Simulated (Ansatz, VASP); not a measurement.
One calculation of TaN, two programs

The input INCAR:

```
PREC     = Accurate       # precision mode
ENCUT    = 520            # plane-wave cutoff, eV
EDIFF    = 1E-7           # SCF threshold, eV
ISMEAR   = -1             # smearing method
SIGMA    = 0.05           # smearing width, eV
LREAL    = F              # projectors in reciprocal space
LASPH    = T              # aspherical terms in the spheres
NELM     = 150            # most SCF steps
ALGO     = Normal         # electronic algorithm
ISIF     = 2              # what is computed and relaxed
LWAVE    = F              # write WAVECAR
LCHARG   = F              # write CHGCAR
MAGMOM   = 0 0 0 0 0 0    # initial moments
LORBIT   = 11             # projections on sites
LSORBIT  = T              # spin-orbit coupling
GGA_COMPAT= F            
LORBMOM  = T            
LMAXMIX  = 4              # l up to which the mixer works
GGA      = CA             # functional
NBANDS   = 28             # bands
```

KPOINTS

```
Automatic mesh
0
Gamma
  7 7 7
```

File POSCAR:

```
TaN
1.0
    0.0000000000      2.2113230000      2.2113230000
    2.2113230000      0.0000000000      2.2113230000
    2.2113230000      2.2113230000      0.0000000000
Ta N
1 1
Direct
    0.5000000000      0.5000000000      0.5000000000
    0.0000000000      0.0000000000      0.0000000000
```

Contents of input.yaml:

```yaml
crystal:
  lattice:
    - [0.0, 2.211323, 2.211323]
    - [2.211323, 0.0, 2.211323]
    - [2.211323, 2.211323, 0.0]
  atoms:
    - { symbol: Ta, position: [0.5, 0.5, 0.5] }
    - { symbol: "N", position: [0.0, 0.0, 0.0] }
kpoints:
  mp_grid: { grid: [7, 7, 7] }
  band_path:
    path:
      - [0.0, 0.0, 0.0]
      - [0.5, 0.0, 0.5]
      - [0.5, 0.25, 0.75]
      - [0.375, 0.375, 0.75]
      - [0.0, 0.0, 0.0]
      - [0.5, 0.5, 0.5]
      - [0.625, 0.25, 0.625]
      - [0.5, 0.25, 0.75]
    npoints: 6
scf:
  occupations: { method: fermi_dirac, width: 0.05 }
hamiltonian:
  xc: lda
  pseudopotentials: { kind: all_electron, lapw: { basis_error: 0.001 } }
magnetization:
  noncollinear: true
  spin_orbit: true
output:
  forces: true
  stress: true
  eigenvalues: true
```

The cell comes from a database or a generator and needn't be the stable form of this composition.

Alike in both runs: functional LDA; k mesh 7 × 7 × 7; occupations fermi-dirac, width 0.05 eV; non-collinear spin, spin-orbit coupling.

|  | VASP | Ansatz |
| --- | --- | --- |
| version | VASP 6.6.1 | Ansatz 0.2.0 |
| potentials or method | VASP PAW LDA potentials, release 64 (Ta_pv, N) | all-electron LAPW, relativistic spinors |
| plane-wave cutoff (eV) | 520 | see its input |
| task | single point | band structure |

|  | VASP | Ansatz | Ansatz less VASP |
| --- | --- | --- | --- |
| gap on the k mesh at the Fermi level (eV) | none | none | - |
| pressure (GPa) | -14.9 | -17.2 | -2.28 |
| net moment per atom (μB) | 0.00 | 0.00 | 0.000 |

A gap of «none» marks a metal or a gap that the smearing closes. Ansatz ran all-electron here, so the differences hold the error of VASP's frozen core and of both bases.

Caveats: the k mesh is thin for a metal, which can move the energy by tens of meV per atom (Ansatz); so large a pressure means that the cell lies far from this level's equilibrium, or that cutoff or potentials fall short (Ansatz).
